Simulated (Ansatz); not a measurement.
# FeO (Wuestite) under changes of volume

One of the cells (10.013 Å³/atom); the others are scaled copies at fixed shape and fractional positions:

```
CELL_PARAMETERS angstrom
0.00000 2.15540 2.15540
2.15540 0.00000 2.15540
2.15540 2.15540 0.00000
ATOMIC_POSITIONS crystal
Fe 0.00000 0.00000 0.00000
O 0.50000 0.50000 0.50000
```

| Item | Value |
| --- | --- |
| Program | Ansatz 0.2.0 |
| Functional | PBE |
| Potentials or basis | all-electron LAPW, scalar-relativistic |
| Cutoff | 377 eV (chosen from the basis error) |
| Basis error allowed | 0.0005 eV/atom |
| k mesh | 11 × 11 × 11 |
| Occupations | fermi-dirac, width 0.05 eV |
| Spin | collinear spin, ferromagnetic start |
| Starting moments | [3.0, 0.0] μB |

| volume (Å³/atom) | energy over the lowest point (meV/atom) | pressure (GPa) |
| --- | --- | --- |
| 9.413 | 21.86 | 12.8 |
| 9.613 | ? | ? |
| 9.813 | 1.93 | 3.6 |
| 10.013 | 0.00 | -0.3 |
| 10.214 | 2.66 | -3.8 |
| 10.414 | 9.44 | -6.9 |
| 10.614 | 19.92 | -9.7 |

Problem. What does the run at 9.613 Å³/atom give?

Solution. Energy over the lowest point 9.01 meV/atom; pressure 7.9 GPa.

Worked out: A Birch-Murnaghan fit of order 3 (a polynomial in V^(-2/3)) to the other rows has its minimum at 9.99 Å³/atom with B0 = V·E''(V) = 186 GPa and B' = 4.5. It gives 9.03 meV/atom at 9.613 Å³/atom, against the run's 9.01, and -dE/dV = 7.9 GPa, against 7.9.

Energies are extrapolated to zero smearing.

Caveats: a cell with one magnetic atom can't hold antiferromagnetic order, which such compounds often take.
